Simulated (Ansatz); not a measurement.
**How the gap and the level of C_N in AlN (P6_3mc) follow the exchange fraction**

Aim: the (0/−1) level of C_N in AlN (P6_3mc) as a function of the share of exact exchange, with the cost of each choice. The model is a cell of 128 host atoms with 1 N taken out and 1 C put in; the atoms are relaxed once and then held.

Calculated with Ansatz 0.2.0; plane-wave PAW DFT; relaxations with PBEsol, then single points with PBEsol and HSE06 form with several shares of exact exchange, on supercells at fixed charge in a uniform background.

## 1. The starting structure

The cell holds 128 atoms: 64 Al, 63 N and 1 C. Cell: a = 14.686 Å, b = 14.686 Å, c = 11.753 Å, α = 125.1°, β = 125.1°, γ = 94.5°. It derives from AlN (space group P6_3mc). Nearest the centre at fractional (0.554, 0.637, 0.750): C121 at 0.00 Å, Al55 at 1.89 Å, Al102 at 1.89 Å, Al117 at 1.89 Å, Al51 at 1.90 Å, N109 at 3.07 Å, N32 at 3.07 Å, N112 at 3.07 Å. The cell carries charge −1.

Known beforehand: the electronic dielectric constant, (4.50, 4.50, 4.73), and the static one, (8.20, 8.20, 9.74), computed on the host (DFPT, PBEsol).

The cell's shortest repeat is 11.8 Å.

## 2. Relaxing both charge states, PBEsol

The study needs fixed structures, so each charge is relaxed once, at one point at (¼, ¼, ¼), from small random displacements that break the symmetry of the site.

qm1.relax/input.yaml

```yaml
crystal:
  lattice:
    - [-4.67041106, 2.69646303, 4.9836768]
    - [4.67041106, -2.69646303, 4.9836768]
    - [1.55680365, 2.69646308, -4.9836768]
  atoms:
    - { symbol: Al, position: [0.416184, 0.08285, 0.0] }
    - { symbol: Al, position: [0.416184, 0.58285, 0.5] }
    - { symbol: Al, position: [0.916184, 0.08285, 0.5] }
    - { symbol: Al, position: [0.916184, 0.58285, 0.0] }
    - { symbol: Al, position: [0.33285, 0.166184, 0.5] }
    - { symbol: Al, position: [0.33285, 0.666184, 0.0] }
    - { symbol: Al, position: [0.83285, 0.166184, 0.0] }
    - { symbol: Al, position: [0.83285, 0.666184, 0.5] }
    - { symbol: "N", position: [0.10715, 0.273816, 0.5] }
    - { symbol: "N", position: [0.10715, 0.773816, 0.0] }
    - { symbol: "N", position: [0.60715, 0.273816, 0.0] }
    - { symbol: "N", position: [0.60715, 0.773816, 0.5] }
    - { symbol: "N", position: [0.023816, 0.35715, 0.0] }
    - { symbol: "N", position: [0.023816, 0.85715, 0.5] }
    - { symbol: "N", position: [0.523816, 0.35715, 0.5] }
    - { symbol: "N", position: [0.523816, 0.85715, 0.0] }
  supercell: [2, 2, 2]
  defects: [{ substitution: { at: 120, symbol: C } }]
total_charge: -1
basis:
  ecutwfc: 420
  xc_grid: 2
hamiltonian:
  xc: pbesol
  pseudopotentials: { kind: paw, azcp: { folder: soft_1 }, xc_functional: pbe }
kpoints:
  mp_grid: { grid: [1, 1, 1], shift: [0.25, 0.25, 0.25] }
scf:
  occupations: { method: fixed }
  max_iter: 100
output:
  forces: true
  charged_corrections:
    epsilon: [4.5, 4.5, 4.73]
    static_epsilon: [8.2, 8.2, 9.74]
    defect_position: [0.553575, 0.636908, 0.75]
relax:
  f_tol: 0.015
  max_steps: 60
  random_displacement: { amplitude: 0.04, seed: 8203 }
checkpoint:
  write: "../qm1.relax.run"
  compress: false
  write_wavefunctions: true
  write_every: 100000
```

The run is started by

```
$ ansatz run input.yaml --threads 32 --pin off --max-ram 84787MiB --backend cuda --events-out ev --progress --plain --runs-dir out --max-vram 78GiB
```

Numbers of over 12 decimals in the logs are rounded to 6 here.

The program printed:

```text
[... repeated set-up lines and file paths are left out, and long positions are rounded to six places ...]
Engine: ansatz 0.2.0, aarch64-unknown-linux-gnu
Pseudopotentials: kind: paw
Pseudopotential: Al, paw, valence charge 3, recommended cutoff 420 eV (normal), soft_1/Al.paw.azcp
Pseudopotential: N, paw, valence charge 5, recommended cutoff 420 eV (normal), soft_1/N.paw.azcp
Pseudopotential: C, paw, valence charge 4, recommended cutoff 420 eV (normal), soft_1/C.paw.azcp
Functional definition: PBEsol
  exchange = pbesol_x
  correlation = pbesol_c
[...]
Crystal: 128 atoms, lattice volume = 1338.931 Å³
Basis set: ecut = 420 eV, 26161 PW (Γ), exchange–correlation on 200×200×160 points (8 copies of the dense FFT grid, shifted against one another)
Bands: 384, of which v1, the nominal top of the filled ones, is band 256 counted from 1 (255 counted from 0)
Symmetry: 1 space group operations
k-points: 1
Non-local potential: Al, projectors of the file, l = 0: 2, l = 1: 2, l = 2: 1
Non-local potential: N, projectors of the file, l = 0: 2, l = 1: 2, l = 2: 1
Non-local potential: C, projectors of the file, l = 0: 2, l = 1: 2, l = 2: 1
PAW form: soft (Blöchl's): semilocal exchange-correlation on the pseudo side does not see the compensation charge
PAW frozen core: Al, regenerated for the run's functional, and the local potential with it (the file was generated under x = pbe(κ = 0.804, μ = 0.219515), c = pbe(β = 0.066725))
PAW frozen core: N, regenerated for the run's functional, and the local potential with it (the file was generated under x = pbe(κ = 0.804, μ = 0.219515), c = pbe(β = 0.066725))
PAW frozen core: C, regenerated for the run's functional, and the local potential with it (the file was generated under x = pbe(κ = 0.804, μ = 0.219515), c = pbe(β = 0.066725))
PAW one-centre angular grid: Al, 110 points (default); XC on 64 Gauss nodes
PAW one-centre angular grid: N, 110 points (default); XC on 64 Gauss nodes
PAW one-centre angular grid: C, 110 points (default); XC on 64 Gauss nodes
Initial density: superposition of atomic densities (chi_scale 0.1, normalization cell, long waves kept (reshape's long-wave potential 0.15 eV rms))
Initial wavefunctions: pseudopotential atomic-orbital guess
[...]
Functional: x = pbesol(κ = 0.804, μ = 0.123457), c = pbesol(β = 0.046)
SCF iter   1: F=—  HF=-57922.400734 eV  |Δ(HF+E_count)|=         —  Δρ=1.29e-1  dr2=2.82e2  Hψ=1197
preconditioner: auto → Resta (q_TF=auto, 2.324 Å⁻¹)  ε∞=3.6  [insulator: Δε(μ)=6.251 eV  Ē_g=14.164 eV  n_scr=288 (ndim 8)  ℏωp=23.0 eV  f_vac=0.000  ε∞_Penn≈3.6]
SCF iter   2: F=—  HF=-57839.841419 eV  |Δ(HF+E_count)|=    8.26e1  Δρ=4.45e-2  dr2=1.66e1  Hψ=665
[...]
SCF iter   9: F=-57834.931577 eV  HF=-57834.931578 eV  |Δ(HF+E_count)|=   5.51e-7  Δρ=8.88e-6  dr2=1.03e-6  Hψ=900
SCF 1 converged in 9 iterations: F = -57834.931577 eV  dr2 = 1.03e-6
[...]
relax step   1: F+E_penalty+E_count = -57834.93157733 eV  Δ(F+E_penalty+E_count) = +0.000e0 eV  max|allowed force component| = 1.733e0 eV/Å  Δτ_max = 0.0000 Å  (9 SCF iters, dr2 threshold 5.63e-6 eV, accepted)
[...]
relax step   2: F+E_penalty+E_count = -57836.61980689 eV  Δ(F+E_penalty+E_count) = -1.688e0 eV  max|allowed force component| = 8.558e-1 eV/Å  Δτ_max = 0.0567 Å  (5 SCF iters, dr2 threshold 1.00e-4 eV, accepted)
[...]
relax step   4: F+E_penalty+E_count = -57837.34842441 eV  Δ(F+E_penalty+E_count) = -1.070e-3 eV  max|allowed force component| = 2.561e-2 eV/Å  Δτ_max = 0.0051 Å  (5 SCF iters, dr2 threshold 4.93e-7 eV, accepted)
[...]
relax step   5: F+E_penalty+E_count = -57837.34847290 eV  Δ(F+E_penalty+E_count) = -4.849e-5 eV  max|allowed force component| = 1.403e-2 eV/Å  Δτ_max = 0.0023 Å  (5 SCF iters, accepted)
[...]
NSCF: frozen V_eff on 1 k-points
[...]
SCF converged after 5 iterations
Free energy (F): -57837.348473 eV
Harris-Foulkes:  -57837.348473 eV  (|F-HF|=2.67e-8)
Internal energy: -57837.348473 eV  (E = F + TS)
E sigma→0 (E₀):  -57837.348473 eV
Fermi energy:    7.756783 eV
--- Per-component energies (eV) ---
  E_band       = 921.705819
  E_kinetic    = 9958.193998
  E_local      = -13307.860397  (includes V_loc(G=0)·N_el)
  E_nonlocal   = 2863.542402
  E_hartree    = 4876.998347
  E_xc         = -6270.455537
  E_vxc        = -6813.347369  (∫ρ·V_xc dr)
  E_paw        = -37118.055106  (= ΣΔE_a)
  E_vpaw       = -1532.873092  (= ΣTr[D̂ρ^β])
  E_aug_tail   = 0.053005  (compensation charges beyond the density's cutoff)
  E_ewald      = -18842.781410
  E_core_change = 3.016226  (= ΣΔE_core)
  E_smearing   = -0.000000  (= −TS)
  E_closure    = -0.000000  (closes the sum)
  E_deformation_potential = -17.153889  (in the stress; not in F)
  Σ components = -57837.348473   (vs F -57837.348473, Δ=0.00e0)
--- Forces (eV/Å), atoms counted from 1 ---
  atom   1  Al     0.00379714     0.00276281    -0.00614195
  atom   2  Al     0.00296604     0.00213959    -0.00499776
  [... 4 atoms left out ...]
  [... 122 more lines of this table ...]
  max |Σ_I F_I| component: 1.63e-4 eV/Å
--- Charged-cell corrections in eV (Makov–Payne, q = -1.000 e, ε = [8.200, 8.200, 9.740]) ---
  F (periodic)     = -57837.348473  (uncorrected; the corrections below are reported, never added to it)
  E_corr1          = +0.216357  (monopole, q²α_M/2ε̄L, of the cell on which ε is isotropic)
  F Makov-Payne    = -57837.132116  (F + E_corr1; no measured alignment; for a localised charge, not one spread in a band: unchecked)
  no potential alignment in this run, which stands beside a crystal: run the host's input off ansatz write-host-input, and read the two finished runs by ansatz place-levels (neither reads a slab, a wire or a sheet, whose cell leaves a vacuum)
--- Band table (eV) ---
  k-point 0: bands = ["-7.9220", "-7.8413", "-7.5203", "-7.5106", "-7.4700", "-7.3481", "-7.0963", "-7.0658", "-6.8656", "-6.8534", [... rest cut ...]
--- Relaxed structure (5 steps of the walk, 5 accepted, 0 SCFs on fresh bases) ---
  F+E_penalty+E_count = -57837.34847290 eV   max|allowed force component| = 1.403e-2 eV/Å
  atoms:
    - { symbol: Al, position: [0.207957, 0.041852, 0.000602] }
    - { symbol: Al, position: [0.208362, 0.292608, 0.251499] }
    [... 4 atoms left out ...]
  [... 122 more lines of this table ...]
```

Wall time 6.6 s (1 × NVIDIA GB200 with 32 threads of Arm Neoverse V2, shared host); peak memory 1.7 GiB.

Step by step:

| step | energy less that of the first step (eV) | largest force component (eV/Å) |
| --- | --- | --- |
| 1 | 0.0000 | 1.7327 |
| 2 | -1.6882 | 0.8558 |
| 3 | -2.4158 | 0.0888 |
| 4 | -2.4168 | 0.0256 |
| 5 | -2.4169 | 0.0140 |

The atoms that moved most (Å, from the sites as typed, ahead of the random displacement, the mean shift of all atoms taken out):

| atom | dx | dy | dz | length |
| --- | --- | --- | --- | --- |
| Al114 | 0.000 | 0.000 | -0.070 | 0.070 |
| N127 | -0.033 | 0.020 | 0.035 | 0.051 |
| N112 | 0.030 | 0.018 | 0.030 | 0.046 |
| N125 | -0.001 | -0.034 | 0.030 | 0.045 |
| N94 | -0.012 | 0.008 | -0.032 | 0.035 |
| N12 | -0.009 | -0.033 | -0.002 | 0.034 |
| N108 | 0.023 | 0.025 | -0.002 | 0.034 |
| C121 | 0.000 | 0.000 | 0.034 | 0.034 |

Neighbours of C121 at the end:

| atom | distance (Å) |
| --- | --- |
| Al102 | 1.889 |
| Al55 | 1.889 |
| Al117 | 1.891 |
| Al51 | 1.910 |
| Al114 | 2.976 |
| N125 | 3.090 |
| N112 | 3.090 |
| N127 | 3.096 |
| N32 | 3.130 |
| N109 | 3.131 |
| N94 | 3.134 |
| N107 | 3.145 |
| N90 | 3.145 |
| N106 | 3.147 |
| N108 | 3.147 |
| N59 | 3.147 |

| charge | moment set (μB) | steps | largest displacement (Å) | time |
| --- | --- | --- | --- | --- |
| −1 | 0 | 5 | 0.07 | 6.6 s |
| 0 | 1 | 8 | 0.08 | 13 s |

The relaxation ends 19 meV an atom lower than the displaced start, with a largest force component of 0.014 eV/Å.

## 3. First setting: 0 (PBEsol)

Exact exchange opens the gap of the host. A level of a localised state need not follow either band edge, so its distance to each edge changes.

qm1.a0/input.yaml

```yaml
crystal:
  checkpoint: "../qm1.relax.run"
  host: checkpoint
total_charge: -1
basis:
  ecutwfc: 420
  xc_grid: 2
hamiltonian:
  xc: pbesol
  pseudopotentials: { kind: paw, azcp: { folder: soft_1 }, xc_functional: pbe }
kpoints:
  mp_grid: { grid: [1, 1, 1], shift: [0.25, 0.25, 0.25] }
scf:
  occupations: { method: fixed }
  max_iter: 100
output:
  forces: true
  charged_corrections:
    epsilon: [4.5, 4.5, 4.73]
    static_epsilon: [8.2, 8.2, 9.74]
    defect_position: [0.553575, 0.636908, 0.75]
  eigenvalues: true
  eigenstates: { localisation: true }
checkpoint:
  read: "../qm1.relax.run"
  write: "../qm1.a0.run"
  compress: false
  write_wavefunctions: false
  write_every: 100000
```

The program printed:

```text
[...]
crystal.checkpoint: the structure is that of <dir>, a `relax` run, at its step 5: its result, under pbesol at a charge of -1 e; 128 atoms read, 0 with a starting moment; crystal.structure_sha256 for this input is
[...]
device memory: the entry about to start is reckoned to put 5.7 GiB on a device that reports 113.4 GiB free (of which the cap on the GPU budget leaves the run 78.0 GiB)
GPU FFT provider: cuFFT
GPU libraries: cuBLAS 13.8.1, cuFFT 12.4.0, cuSOLVER 12.3.2
GPU matrix products: emulated (plane waves: as basis.precision tells), large ones in fixed point in workspaces of 1.00 GiB
Crystal: 128 atoms, lattice volume = 1338.931 Å³
Basis set: ecut = 420 eV, 26161 PW (Γ), exchange–correlation on 200×200×160 points (8 copies of the dense FFT grid, shifted against one another)
Bands: 384, of which v1, the nominal top of the filled ones, is band 256 counted from 1 (255 counted from 0)
[... 1 set-up line as in the run before ...]
[...]
k-points: 1
[...]
GPU buffer pool allocated for 800000 grid points (all kernels)
GPU transforms: local potential and band sums: pruned to the plane-wave sphere, on 100×100×80
[...]
SCF iter   1: F=—  HF=-57837.348473 eV  |Δ(HF+E_count)|=         —  Δρ=1.92e-6  dr2=5.15e-8  Hψ=891
[...]
SCF iter   2: F=-57837.348473 eV  HF=-57837.348473 eV  |Δ(HF+E_count)|=   5.94e-9  Δρ=8.22e-7  dr2=7.51e-9  Hψ=1205
SCF 1 converged in 2 iterations: F = -57837.348473 eV  dr2 = 7.51e-9
[...]
SCF converged after 2 iterations
Free energy (F): -57837.348473 eV
[...]
Internal energy: -57837.348473 eV  (E = F + TS)
E sigma→0 (E₀):  -57837.348473 eV
Fermi energy:    7.756855 eV
[...]
--- Forces (eV/Å), atoms counted from 1 ---
  atom   1  Al     0.00380921     0.00277619    -0.00613924
  atom   2  Al     0.00294997     0.00213915    -0.00500341
  [... 4 atoms left out ...]
  [... 122 more lines of this table ...]
  max |Σ_I F_I| component: 8.76e-5 eV/Å
[...]
F Makov-Payne    = n/a  (the rows are of the electrons' constant alone; ansatz place-levels tells what screens the charge)
[...]
--- Band table (eV) ---
[...]
```

It took 2.3 s on 1 × NVIDIA GB200 with 32 threads; peak memory 1.6 GiB.

Both charges and the host at this setting go to place-levels, which corrects for the image charge and aligns the potentials.

levels.a0.yaml

```yaml
host:
  run: host.a0.run
states: [qm1.a0.run, q0_M1.a0.run]
geometry_from:
  qm1.a0.run: qm1.relax.run
  q0_M1.a0.run: q0_M1.relax.run
  host.a0.run: host.relax.run
chemical_potentials:
  "N":
    energy: -378.476431
    dataset: "<sha256 of the dataset>"
  C:
    energy: -246.668769
    dataset: "<sha256 of the dataset>"
```

The run is started by

```
$ ansatz place-levels levels.a0.yaml -- --threads 32 --pin off --max-ram 84787MiB --backend cuda --max-vram 78GiB
```

The program printed:

```text
(0/-1) 0.903 eV above the valence edge, 3.195 eV under the conduction edge
formation energy of charge 0: +5.077 eV with the Fermi level at the valence edge
formation energy of charge -1: +5.981 eV with the Fermi level at the valence edge
  edges by pbesol, gap 4.098 eV; the host is sampled to repeats of 12.45 Å
  the defect's cells are sampled to repeats of 12.45 Å, like sampling
  charge 0: +0.000 eV for its dipole among its images, +0.001 omitted
  charge -1: -57837.1341 eV with its correction of +0.214 eV, at epsilon [8.2, 8.2, 9.74], aligned at sites: +0.0020 eV, mean over 48 atomic sites at or beyond 5.88 Å from the defect at [0.5536, 0.6369, 0.7500], with -0.000633 for the charge's moments and [...]
  of states[0] (qm1.a0.run): how wide its charge is, is not read beside other atoms or cores, and a band state would take no correction. [...]
```

Wall time 0.16 s (32 threads).

At this setting the gap is 4.098 eV and (0/−1) lies 0.903 eV above the valence top.

## 4. The other settings

From the second setting on only the share changes; the first is PBEsol, whose semilocal part differs from that of the hybrids. The next input; the others follow the same pattern (0.2, 0.25, 0.3 and 0.4):

qm1.a10/input.yaml, as its differences from qm1.a0/input.yaml of step 3:

```diff
@@ -8,4 +8,4 @@
 hamiltonian:
-  xc: pbesol
-  pseudopotentials: { kind: paw, azcp: { folder: soft_1 }, xc_functional: pbe }
+  xc: { preset: hse06, exx: 0.1 }
+  pseudopotentials: { kind: paw, azcp: { folder: soft_1 } }
 kpoints:
@@ -25,3 +25,3 @@
   read: "../qm1.relax.run"
-  write: "../qm1.a0.run"
+  write: "../qm1.a10.run"
   compress: false
```

## 5. Result against cost

Times of the states on 1 × NVIDIA GB200 with 32 threads of Arm Neoverse V2, shared host; the host is run again at each setting:

| share of exact exchange | gap (eV) | (0/−1) above the valence top (eV) | under the conduction bottom (eV) | time, both charge states | time, host and placing | peak memory of a state (GiB) |
| --- | --- | --- | --- | --- | --- | --- |
| 0 (PBEsol) * | 4.098 | 0.903 | 3.195 | 6.9 s | 2.4 s | 2.2 |
| 0.1 | 4.712 | 1.208 | 3.504 | 39 s | 3.2 min | 4.1 |
| 0.2 | 5.259 | 1.509 | 3.750 | 46 s | 3.5 min | 4.1 |
| 0.25 | 5.537 | 1.667 | 3.871 | 48 s | 4 min | 4.1 |
| 0.3 | 5.819 | 1.829 | 3.990 | 49 s | 3.7 min | 4.0 |
| 0.4 | 6.390 | 2.165 | 4.225 | 61 s | 3.9 min | 3.9 |

* started from the relaxation's converged state in the same settings, so its time is no fair cost.

## 6. Outcome

```json
{
  "(0/minus 1) level, 0 (PBEsol)": "0.90 eV",
  "(0/minus 1) level, 0.1": "1.21 eV",
  "(0/minus 1) level, 0.2": "1.51 eV",
  "(0/minus 1) level, 0.25": "1.67 eV",
  "(0/minus 1) level, 0.3": "1.83 eV",
  "(0/minus 1) level, 0.4": "2.17 eV",
  "slope of the gap among the hybrids": "0.56 eV per 0.1 of exact exchange"
}
```

What this shows: From a share of 0 (PBEsol) to 0.4 the gap opens from 4.10 to 6.39 eV and (0/−1) moves from 0.90 to 2.17 eV above the valence top. Among the hybrids, by fitted slopes, the level takes 57 % of the gap's opening, between the two edges, as a localised state does. The atoms were held at the semilocal structure, so a distortion that exact exchange would bring is missing. The program warns that hybrid band edges depend on the exchange mesh, which was not varied here; the gaps and slopes may carry that error. Only the charges −1 and 0 were run, each from one start, so (0/−1) need not be a change between stable states. Keep in mind: one k-point off the zone centre stands for the whole zone; the structures are those of PBEsol; force components of up to 0.59 eV/Å remain in a run at the final settings.

[Logs are printed without paths, hosts, clocks, repeated set-up lines and the standing remarks that a program may print on its own settings, such as how far it seeks lower states.]

[Hosts, paths, dates, database ids (printed as entryN), source tags and the programs' standing remarks are cut or masked in the printed files.]

[Where a table of states has a column of steps, it counts the stored structures, which are thinned; the runs took as many ionic steps or more.]

[For some hosts the program warned that the k-mesh of the response run may be too coarse for force constants and the static dielectric constant; such warnings are not shown here.]
